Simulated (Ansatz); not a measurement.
Runs of Ansatz 0.2.0 on MgS. It takes space group P6_3mc (No. 186, hexagonal). Conventional cell: a = 4.035 Å, b = 4.035 Å, c = 6.432 Å, α = 90.00°, β = 90.00°, γ = 120.00°. Around S (site symmetry 3m) lie 4 Mg at 2.45 to 2.47 Å. Mg (site symmetry 3m) is surrounded by 4 S at 2.45 to 2.47 Å. The cell comes from a database or a generator and needn't be the stable form of this composition.

```tsv
share of exact exchange	gap on the mesh (eV)	pressure (GPa)	largest force (eV/Å)
0.5	5.66	-0.9	0.05
0.3	4.75	-0.2	0.05
0.1	(a)	0.7	0.05
0.15	4.08	0.5	0.05
0.2	4.30	(b)	0.05
0.05	3.65	0.9	0.05
0.25	4.52	0.0	0.05
0.4	5.20	-0.5	0.05
```

Alike in all rows: task single point; level HSE06 form with a typed share of exact exchange; potentials or basis Ansatz PAW; no spin polarisation; cell as given; k mesh 4 × 4 × 2; cutoff (eV) 420; smearing fermi-dirac 0.05 eV; the mesh is coarse, so values aren't converged.

Q: Estimate the missing entries.

A: (a) 3.87; (b) 0.3.

Caveats: all runs use coarse meshes; the PAW data sets come from PBE, with cores solved anew for the run's functional, which leaves a small shift of forces and pressure; the thresholds are loose for stress.

